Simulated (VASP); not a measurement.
The system is Pt.

```
Pt
1.0
     2.72526    0.00000    0.00000
    -1.36263    2.36015    0.00000
     0.00000    0.00000    4.70078
Pt
2
Direct
  0.33333 0.66667 0.25000
  0.66667 0.33333 0.75000
```

This isn't the form of Pt at room conditions, which is fcc.

Base run:

```yaml
Program: VASP 6.6.1
Functional: PBEsol
Potentials_or_basis: VASP PAW PBE potentials, release 64 (Pt)
Cutoff: 700 eV
k_mesh: 18 × 18 × 10
Occupations: gaussian, width 0.1 eV
Spin: no spin polarisation
```

Its results: band gap on the k mesh none (metal or under the smearing width); pressure 0.0 GPa.

After a change of settings the same cell gave: band gap on the k mesh none (metal or under the smearing width); pressure 1.3 GPa. Which change was it?
A. cutoff from 700 eV to 520 eV; k mesh from 18 × 18 × 10 to 27 × 27 × 14
B. functional from PBEsol to r2SCAN; cutoff from 700 eV to 520 eV
C. cutoff from 700 eV to 900 eV
D. cutoff from 700 eV to 520 eV; occupations from gaussian, width 0.1 eV to gaussian, width 0.5 eV

D.

Caveats: the PAW data sets were made with another functional, which shifts forces and pressure a little.
